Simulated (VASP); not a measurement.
# Hf (Im-3m) in VASP: further runs

One crystal, Hf, is run at these levels: PBE, PBEsol; tasks: equation of state.

All numbers are computed with VASP 6.6.1; they aren't measurements. Logs are shortened: lines on timing, memory, paths and dates and some standing lists are left out, and cuts for length are marked.

## Step 1: The structure

The structure is cubic, space group Im-3m (No. 229). Conventional cell: a = 3.610 Å, b = 3.610 Å, c = 3.610 Å, α = 90.00°, β = 90.00°, γ = 90.00°. Hf (site symmetry m-3m) has 8 Hf at 3.13 Å as nearest neighbours.

This isn't the form of Hf at room conditions, which is hcp.

## Step 2: Equation of state, PBE, 22.11 Å³/atom (volume scaled by 0.94)

Contents of INCAR:

```
PREC = Accurate
ENCUT = 520
EDIFF = 1E-7
ISMEAR = -1
SIGMA = 0.05
LREAL = False
LASPH = True
NELM = 80
ALGO = Normal
ISIF = 2
LWAVE = False
LCHARG = False
GGA = PE
NBANDS = 11
```

Contents of KPOINTS:

```
Automatic mesh
0
Gamma
  10 10 10
```

Contents of POSCAR:

```
Hf
1.0
   -1.7681529262      1.7681529262      1.7681529262
    1.7681529262     -1.7681529262      1.7681529262
    1.7681529262      1.7681529262     -1.7681529262
Hf
1
Direct
    0.0000000000      0.0000000000      0.0000000000
```

Potentials or basis: VASP PAW PBE potentials, release 64 (Hf_pv).

Launch:

```console
$ cat potpaw_PBE.64/Hf_pv/POTCAR > POTCAR
$ mpirun -np 1 vasp_std > vasp.out
```

OUTCAR:

```text
PREC = Accurate
   ENCUT = 520
   EDIFF = 1E-7
   ISMEAR = -1
   LREAL = False
   LASPH = True
   NELM = 80
   ISIF = 2
   GGA = PE

 ion  position               nearest neighbor table
   1  0.000  0.000  0.000-

  LATTYP: Found a body centered cubic cell.
 ALAT       =     3.5363058524

  Lattice vectors:

 A1 = (  -1.7681529262,   1.7681529262,   1.7681529262)
 A2 = (   1.7681529262,  -1.7681529262,   1.7681529262)
 A3 = (   1.7681529262,   1.7681529262,  -1.7681529262)

Analysis of symmetry for initial positions (statically):
=====================================================================
 Subroutine PRICEL returns:
 Original cell was already a primitive cell.

 Routine SETGRP: Setting up the symmetry group for a
 body centered cubic supercell.

 Subroutine GETGRP returns: Found 48 space group operations
 (whereof 48 operations were pure point group operations)
 out of a pool of 48 trial point group operations.

The static configuration has the point symmetry O_h .

Analysis of symmetry for dynamics (positions and initial velocities):
=====================================================================
 Subroutine PRICEL returns:
 Original cell was already a primitive cell.

 Routine SETGRP: Setting up the symmetry group for a
 body centered cubic supercell.

 Subroutine GETGRP returns: Found 48 space group operations
 (whereof 48 operations were pure point group operations)
 out of a pool of 48 trial point group operations.

The dynamic configuration has the point symmetry O_h .

 Subroutine INISYM returns: Found 48 space group operations
 (whereof 48 operations are pure point group operations),
 and found     1 'primitive' translations

----------------------------------------------------------------------------------------

                                     Primitive cell

  volume of cell :      22.1116

  direct lattice vectors                    reciprocal lattice vectors
    -1.768152926  1.768152926  1.768152926     0.000000000  0.282780970  0.282780970
     1.768152926 -1.768152926  1.768152926     0.282780970  0.000000000  0.282780970
     1.768152926  1.768152926 -1.768152926     0.282780970  0.282780970  0.000000000

  length of vectors
     3.062530704  3.062530704  3.062530704     0.399912683  0.399912683  0.399912683

  position of ions in fractional coordinates (direct lattice)
     0.000000000  0.000000000  0.000000000

  ion indices of the primitive-cell ions
   primitive index   ion index
                 1           1

----------------------------------------------------------------------------------------

 KPOINTS: Automatic mesh

Automatic generation of k-mesh.
 Grid dimensions read from file:
 generate k-points for:   10   10   10

 Generating k-lattice:

  Cartesian coordinates                     Fractional coordinates (reciprocal lattice)
     0.000000000  0.028278097  0.028278097     0.100000000  0.000000000  0.000000000
     0.028278097  0.000000000  0.028278097     0.000000000  0.100000000  0.000000000
     0.028278097  0.028278097  0.000000000     0.000000000  0.000000000  0.100000000

  Length of vectors
     0.039991268  0.039991268  0.039991268

  Shift w.r.t. Gamma in fractional coordinates (k-lattice)
     0.000000000  0.000000000  0.000000000

 Subroutine IBZKPT returns following result:
 ===========================================

 Found     47 irreducible k-points:

 Following reciprocal coordinates:
            Coordinates               Weight
  0.000000  0.000000  0.000000      1.000000
  0.100000  0.000000  0.000000     12.000000
  0.200000  0.000000  0.000000     12.000000
  0.300000  0.000000  0.000000     12.000000
  0.400000  0.000000  0.000000     12.000000
  0.500000  0.000000  0.000000      6.000000
[... 39 lines left out ...]
  0.500000  0.500000  0.400000     12.000000
  0.500000  0.500000  0.500000      1.000000
   k-points           NKPTS =     47   k-points in BZ     NKDIM =     47   number of bands    NBANDS=     11
   number of dos      NEDOS =    301   number of ions     NIONS =      1
   total plane-waves  NPLWV =  13824
   dimension x,y,z NGX =    24 NGY =   24 NGZ =   24
   dimension x,y,z NGXF=    48 NGYF=   48 NGZF=   48
   ions per type =               1
   NGX,Y,Z   is equivalent  to a cutoff of  13.03, 13.03, 13.03 a.u.
   NGXF,Y,Z  is equivalent  to a cutoff of  26.06, 26.06, 26.06 a.u.
 SYSTEM =  unknown system
   PREC   = accura    normal or accurate (medium, high low for compatibility)
   ISTART =      0    job   : 0-new  1-cont  2-samecut
   ICHARG =      2    charge: 1-file 2-atom 10-const
   ISPIN  =      1    spin polarized calculation?
   LNONCOLLINEAR =      F non collinear calculations
   LSORBIT =      F    spin-orbit coupling
   LASPH  =      T    aspherical Exc in radial PAW
   ENCUT  =  520.0 eV  38.22 Ry    6.18 a.u.   5.69  5.69  5.69*2*pi/ulx,y,z
   NELM   =     80;   NELMIN=  2; NELMDL= -5     # of ELM steps
   EDIFF  = 0.1E-06   stopping-criterion for ELM
   LREAL  =      F    real-space projection
[... 7 lines left out ...]
   TEBEG  =    0.0;   TEEND  =   0.0 temperature during run
   PSTRESS=    0.0 pullay stress
   NELECT =      10.0000    total number of electrons
   NUPDOWN=      -1.0000    fix difference up-down
   EMIN   =  10.00;   EMAX   =-10.00  energy-range for DOS
   EFERMI =   0.00;   METHOD = LEGACY
   ISMEAR =    -1;   SIGMA  =   0.05  broadening in eV -4-tet -1-fermi 0-gaus
   EFERMI_NEDOS =   21; number of points for ismear=-14 and -15
   IALGO  =     38    algorithm
   IMIX   =      4    mixing-type and parameters
     AMIX     =   0.40;   BMIX     =  1.00
     AMIX_MAG =   1.60;   BMIX_MAG =  1.00
  volume/ion in A,a.u.               =      22.11       149.22
  Fermi-wavevector in a.u.,A,eV,Ry     =   1.256613  2.374655 21.484649  1.579077
  Thomas-Fermi vector in A             =   2.390313
   LORBIT       =      0    0 simple, 1 ext, 2 COOP (PROOUT), +10 PAW based schemes
   GGA     = PE    functional components
   LHFCALC =     F    Hartree Fock is set to
   AEXX    =    0.0000 exact exchange contribution
   IVDW    =     0    specifies the selected vdW correction
   LEPSILON=     F    determine dielectric tensor
   LRPA    =     F    only Hartree local field effects (RPA)
 non-spin polarized calculation
  energy-cutoff  :      520.00
  volume of cell :       22.11
 maximum number of plane-waves:       610
   NGX = 11   NGY = 11   NGZ = 11

 number of electron      10.0000000 magnetization

 Free energy of the ion-electron system (eV)
  ---------------------------------------------------
  ext. energy  EPLUGINS =         0.00000000
  ---------------------------------------------------
  free energy    TOTEN  =        -9.75302682 eV

  energy without entropy =       -9.73937062  energy(sigma->0) =       -9.74619872

 E-fermi :   4.6636     XC(G=0): -11.3369

 val. band max:        4.6553526457   @ k =  -0.4000   0.4000   0.1000
 cond. band min:       4.6671357646   @ k =   0.3000   0.1000   0.1000
 fundamental gap:      0.0117831189
 Fermi energy:         4.6635980059

 k-point     1 :       0.0000    0.0000    0.0000
  band No.  band energies     occupation
      1     -25.1366      2.00000
      2     -25.1366      2.00000
      3     -25.1366      2.00000
      4      -2.4199      2.00000
      5       6.1923      0.00000
      6       6.1923      0.00000
      7       6.1923      0.00000
      8       9.0062      0.00000
      9       9.0062      0.00000
     10      17.9959      0.00000
     11      17.9959      0.00000

 k-point     2 :       0.1000    0.0000    0.0000
  band No.  band energies     occupation
      1     -25.2235      2.00000
      2     -25.1636      2.00000
      3     -25.1370      2.00000
      4      -2.0492      2.00000
      5       5.9359      0.00000
      6       6.0724      0.00000
      7       6.5603      0.00000
      8       8.6384      0.00000
      9       9.0046      0.00000
     10      17.9605      0.00000
     11      18.3319      0.00000

 k-point     3 :       0.2000    0.0000    0.0000
  band No.  band energies     occupation
      1     -25.4447      2.00000
      2     -25.2337      2.00000
      3     -25.1380      2.00000
      4      -1.0434      2.00000
      5       5.3455      0.00000
      6       5.5380      0.00000
      7       7.6321      0.00000
      8       8.3908      0.00000
      9       9.0668      0.00000
     10      17.9573      0.00000
     11      18.6023      0.00000

 k-point     4 :       0.3000    0.0000    0.0000
  band No.  band energies     occupation
      1     -25.7067      2.00000
      2     -25.3189      2.00000
      3     -25.1393      2.00000
      4       0.2244      2.00000
      5       4.7297      0.42076
      6       4.9855      0.00320
      7       8.6729      0.00000
      8       9.2931      0.00000
      9       9.2943      0.00000
     10      17.3505      0.00000
     11      17.8773      0.00000

 k-point     5 :       0.4000    0.0000    0.0000
  band No.  band energies     occupation
      1     -25.9104      2.00000
      2     -25.3868      2.00000
      3     -25.1404      2.00000
      4       1.0597      2.00000
      5       4.2957      1.99873
      6       5.2444      0.00002
      7       8.9135      0.00000
      8       9.6504      0.00000
      9      11.2379      0.00000
     10      15.8295      0.00000
     11      15.8707      0.00000
[... 435 lines left out ...]
 k-point    37 :      -0.3000    0.4000    0.2000
  band No.  band energies     occupation
      1     -25.7638      2.00000
      2     -25.5371      2.00000
      3     -25.4008      2.00000
      4       2.3183      2.00000
      5       3.6703      2.00000
      6       5.9821      0.00000
      7       7.3414      0.00000
      8       9.2608      0.00000
      9      10.5775      0.00000
     10      16.7112      0.00000
     11      17.9730      0.00000

 k-point    38 :       0.5000    0.5000    0.2000
  band No.  band energies     occupation
      1     -25.8997      2.00000
      2     -25.5250      2.00000
      3     -25.3525      2.00000
      4       2.3683      2.00000
      5       4.0140      2.00000
      6       5.5760      0.00000
      7       6.7606      0.00000
      8      11.3198      0.00000
      9      12.0552      0.00000
     10      14.5204      0.00000
     11      17.5501      0.00000

 k-point    39 :      -0.4000    0.5000    0.2000
  band No.  band energies     occupation
      1     -25.8329      2.00000
      2     -25.6173      2.00000
      3     -25.3992      2.00000
      4       2.8085      2.00000
      5       3.4355      2.00000
      6       5.4438      0.00000
      7       7.7501      0.00000
      8      10.1725      0.00000
      9      12.5992      0.00000
     10      14.5442      0.00000
     11      17.1019      0.00000

 k-point    40 :      -0.4000   -0.4000    0.2000
  band No.  band energies     occupation
      1     -25.7542      2.00000
      2     -25.7542      2.00000
      3     -25.4014      2.00000
      4       3.1996      2.00000
      5       3.1996      2.00000
      6       4.9341      0.00890
      7       9.3966      0.00000
      8       9.3966      0.00000
      9      13.2076      0.00000
     10      14.9971      0.00000
     11      14.9971      0.00000

 [... further k-points ...]
[... 5 lines left out ...]
  --------------------------------------------------------------------------------------
  -------------------------------------------------------------------------------------
  Total        0.0844861      0.0844861      0.0844861      0.0000000      0.0000000     -0.0000000
  in kB        6.1217616      6.1217616      6.1217616      0.0000000      0.0000000     -0.0000000
  external PRESSURE =       6.1217616 kB  Pullay stress =       0.0000000 kB

 VOLUME and BASIS-vectors are now :
 -----------------------------------------------------------------------------
  energy-cutoff  :      520.00
  volume of cell :       22.11
      direct lattice vectors                 reciprocal lattice vectors
    -1.768152926  1.768152926  1.768152926     0.000000000  0.282780970  0.282780970
     1.768152926 -1.768152926  1.768152926     0.282780970  0.000000000  0.282780970
     1.768152926  1.768152926 -1.768152926     0.282780970  0.282780970  0.000000000

 POSITION                                       TOTAL-FORCE (eV/Angst)
 -----------------------------------------------------------------------------------
      0.00000      0.00000      0.00000        -0.000000      0.000000      0.000000
 -----------------------------------------------------------------------------------
    total drift:                                0.000000      0.000000      0.000000

  FREE ENERGIE OF THE ION-ELECTRON SYSTEM (eV)
  ---------------------------------------------------
  free  energy   TOTEN  =        -9.7530268166 eV

  energy  without entropy=       -9.7393706197  energy(sigma->0) =       -9.74619872
```

It took 8.8 s on 1 thread of Intel Xeon Platinum 8488C (Sapphire Rapids), shared host; peak memory 0.14 GiB.

What came out:

```yaml
Free_energy: -9.7530 eV
Pressure: 0.6 GPa
Band_gap_on_the_k_mesh: none (metal or under the smearing width)
```

## Step 3: Equation of state, PBE, 22.58 Å³/atom (volume scaled by 0.96)

Contents of INCAR:

```
ALGO = Normal
EDIFF = 1E-7
ENCUT = 520
GGA = PE
ISIF = 2
ISMEAR = -1
LASPH = T
LCHARG = F
LREAL = F
LWAVE = F
NBANDS = 11
NELM = 60
PREC = Accurate
SIGMA = 0.05
```

Contents of KPOINTS:

```
k-points
0
Gamma
  10 10 10
```

Contents of POSCAR:

```
Hf
1.0
   -1.7806051177      1.7806051177      1.7806051177
    1.7806051177     -1.7806051177      1.7806051177
    1.7806051177      1.7806051177     -1.7806051177
Hf
1
Direct
    0.0000000000      0.0000000000      0.0000000000
```

Potentials or basis: VASP PAW PBE potentials, release 64 (Hf_pv).

Launch:

```console
$ cat potpaw_PBE.64/Hf_pv/POTCAR > POTCAR
$ mpirun -np 1 vasp_std > vasp.out
```

It took 7.9 s on 1 thread of Intel Xeon Platinum 8488C (Sapphire Rapids), shared host; peak memory 0.14 GiB.

Results (log left out):

* Free energy: -9.7517 eV
* Pressure: -1.5 GPa
* Band gap on the k mesh: none (metal or under the smearing width)

(Part 1 of 2 ends here.)
